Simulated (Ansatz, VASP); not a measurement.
# One calculation of HfO2, two programs

Contents of INCAR:

```
  PREC = Accurate
  ENCUT = 520
  EDIFF = 1E-6
  ISMEAR = 0
  SIGMA = 0.05
  LREAL = F
  LASPH = T
  NELM = 80
  ALGO = Normal
  ISIF = 2
  LWAVE = F
  LCHARG = T
  GGA = PE
  LELF = T
  LVHAR = T
  NBANDS = 18
```

File KPOINTS:

```
regular mesh
0
Gamma
  8 8 8
```

POSCAR

```
HfO2
1.0
    0.0000000000      2.4552000000      2.7621000000
    2.4552000000      0.0000000000      2.7621000000
    2.4552000000      2.4552000000      0.0000000000
Hf O
1 2
Direct
    0.0000000000      0.0000000000      0.0000000000
    0.2500000000      0.2500000000      0.2500000000
    0.7500000000      0.7500000000      0.7500000000
```

Input for Ansatz:

```yaml
crystal:
  lattice:
    - [0.0, 2.4552, 2.7621]
    - [2.4552, 0.0, 2.7621]
    - [2.4552, 2.4552, 0.0]
  atoms:
    - { symbol: Hf, position: [0.0, 0.0, 0.0] }
    - { symbol: O, position: [0.25, 0.25, 0.25] }
    - { symbol: O, position: [0.75, 0.75, 0.75] }
basis:
  ecutwfc: 420
kpoints:
  mp_grid: { grid: [8, 8, 8] }
hamiltonian:
  xc: pbe
scf:
  occupations: { method: gaussian, width: 0.05 }
output:
  forces: true
  stress: true
  eigenvalues: true
  write_density: true
  write_potential: true
  elf: true
  volumetric_format: npy
```

Change from the starting cell: strain -0.040 along x and y, +0.080 along z, atoms carried along.

Alike in both runs: task single point; functional PBE; k mesh 8 × 8 × 8; occupations gaussian, width 0.05 eV; no spin polarisation.

|  | VASP | Ansatz |
| --- | --- | --- |
| version | VASP 6.6.1 | Ansatz 0.2.0 |
| potentials or method | VASP PAW PBE potentials, release 64 (Hf_pv, O) | scalar-relativistic, plane waves, PAW |
| plane-wave cutoff (eV) | 520 | 420 |
| valence electrons in the cell | 22 | 38 |

|  | VASP | Ansatz | Ansatz less VASP |
| --- | --- | --- | --- |
| gap on the k mesh at the Fermi level (eV) | 2.13 | 2.13 | +0.005 |
| least direct gap on the mesh (eV) | 2.68 | 2.69 | +0.004 |
| pressure (GPa) | -4.4 | -0.9 | +3.47 |
| largest component of the traceless stress (GPa) | 36.85 | 36.24 | -0.608 |

The two sets of potentials don't hold the same shells in valence.

Caveats: spin-orbit coupling is left out, which moves the levels of the heavy elements. A k mesh can miss the band edges.
